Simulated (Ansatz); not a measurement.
`[AgH]` + `F[C](F)F`• → Ag• + `FC(F)F`  (hydrogen abstraction from the Ag–H bond)

Gas-phase electronic energies from Ansatz, PBE0-D4/def2-TZVP geometries. CBS: MP2 limit from def2 TZ/QZ plus the TZ coupled-cluster correction, frozen cores. This one scheme is used for every species, atoms too. Functionals use def2-TZVPP. No spin–orbit coupling; open shells (•) take unrestricted orbitals. Elements past krypton have def2 core potentials. Bonds to Ag are less sure, by a few kJ/mol each and by 10 to 20 or more in all where they break to atoms, as the def2 sets lack core-valence functions.

`[AgH]`:

```xyz
2

Ag   -0.378   -0.068   -0.711
H     0.378    0.068    0.711
```

`F[C](F)F`•:

Z-matrix (Å, degrees):
```
C
F 1 1.313
F 1 1.313 2 111.4
F 1 1.313 2 111.4 3 125.1
```

`FC(F)F`:

Z-matrix (Å, degrees):
```
C
F 1 1.331
F 1 1.331 2 108.5
F 1 1.331 2 108.5 3 -117.7
H 1 1.093 2 110.4 3 121.1
```

| level | ΔE (kJ/mol) | difference from CCSD(T)/CBS |
| --- | --- | --- |
| LDA (SPW92) | -207.9 | 35.6 |
| r2SCANh-D4 | -214.7 | 28.8 |
| PBE-QIDH | -246.1 | -2.6 |
| RPA@PBE/def2-TZVPP | -236.7 | 6.8 |
| HF/def2-SVP | -268.2 | -24.7 |
| HF/def2-TZVPP | -259.9 | -16.4 |
| CCSD(T)/def2-TZVPP | -241.0 | 2.5 |
| HF/def2-QZVPP | -257.1 | -13.6 |
| SCS-MP2/def2-QZVPP | -254.7 | -11.2 |
| HF/CBS(def2) | -256.7 | -13.2 |
| CCSD(T)/CBS | -243.5 | 0 |

Largest T1 diagnostic among the species: 0.026, so the coupled-cluster value is less sure than usual.

At CCSD(T), def2-SVP lies +4.2 kJ/mol from the extrapolated value and def2-TZVPP +2.5 kJ/mol. Leaving LDA and LC-ωPBE aside and taking each functional with its dispersion term where it has one, the values, not all of them listed here, spread over 42.4 kJ/mol, from BHLYP-D4 to r2SCAN-D4. LDA lies +3.3 kJ/mol from PBE without D4. From BLYP to BHLYP (50 % exact exchange), in def2-TZVPP and without D4, ΔE moves by −39.9 kJ/mol.

CCSD(T)/CBS has its own doubt, a few kJ/mol and more with outer-core shells, so smaller differences from it don't rank the levels.
